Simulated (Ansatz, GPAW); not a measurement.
Given: the input of a run of Ansatz 0.2.0 on WC (Qusongite). 

Contents of input.yaml:

```yaml
crystal:
  lattice:
    - [2.9065, 0.0, 0.0]
    - [-1.45325, 2.5171028361, 0.0]
    - [0.0, 0.0, 2.8366]
  atoms:
    - { symbol: W, position: [0.0, 0.0, 0.0] }
    - { symbol: C, position: [0.6666666667, 0.3333333333, 0.5] }
kpoints:
  mp_grid: { grid: [10, 10, 9] }
scf:
  occupations: { method: gaussian, width: 0.024 }
hamiltonian:
  xc: pbe
  pseudopotentials: { kind: all_electron, lapw: { basis_error: 0.001 } }
output:
  forces: true
  stress: true
  eigenvalues: true
```

Potentials or basis: all-electron LAPW, scalar-relativistic.

Run with:

```sh
$ ansatz run input.yaml --threads 1 --pin off --max-ram 3072MiB --backend cpu --events-out ev --progress --plain --runs-dir out
```

Task: Translate it to GPAW 26.7.0 (ASE script). Potentials or basis there: GPAW PAW data sets (gpaw-data 1.2.1), cutoff 800 eV.

Result: As run (cutoffs and basis follow the program's own potentials, and thresholds, step limits or extra output files can differ):

File run.py:

```python
from ase.dft.bandgap import bandgap
from ase.io import read, write
from ase.units import GPa
from gpaw import GPAW, PW

atoms = read('POSCAR')

calc = GPAW(mode=PW(800),
            xc='PBE',
            kpts={'size': (10, 10, 9), 'gamma': True},
            occupations={'name': 'methfessel-paxton', 'order': 0, 'width': 0.024},
            nbands=19,
            convergence={'density': 1e-05, 'energy': 1e-05},
            maxiter=150,
            txt='gpaw.txt')
atoms.calc = calc
energy = atoms.get_potential_energy()
forces = atoms.get_forces()
stress = atoms.get_stress()
calc.write('gs.gpw')
write('result.traj', atoms)
print(f'Energy: {energy:.6f} eV')
print('Forces (eV/A):')
print(forces.round(4))
print('Stress (GPa):', (stress / GPa).round(3))
print('Fermi level:', round(calc.get_fermi_level(), 4), 'eV')
print(f'Gap: {bandgap(calc)[0]:.4f} eV, direct: {bandgap(calc, direct=True)[0]:.4f} eV')
```

POSCAR

```
WC
1.0
    2.9065000000      0.0000000000      0.0000000000
   -1.4532500000      2.5171028361      0.0000000000
    0.0000000000      0.0000000000      2.8366000000
W C
1 1
Direct
    0.0000000000      0.0000000000      0.0000000000
    0.6666666667      0.3333333333      0.5000000000
```

Potentials or basis: GPAW PAW data sets (gpaw-data 1.2.1), pw.

Run with:

```console
$ OMP_NUM_THREADS=1 python run.py
```

Both were run:

|  | Ansatz | GPAW |
| --- | --- | --- |
| Pressure | 5.7 GPa | 5.4 GPa |

Where Ansatz's input types no cutoff or centring, it takes its own default and a Γ-centred mesh.

Pressure is positive in compression.
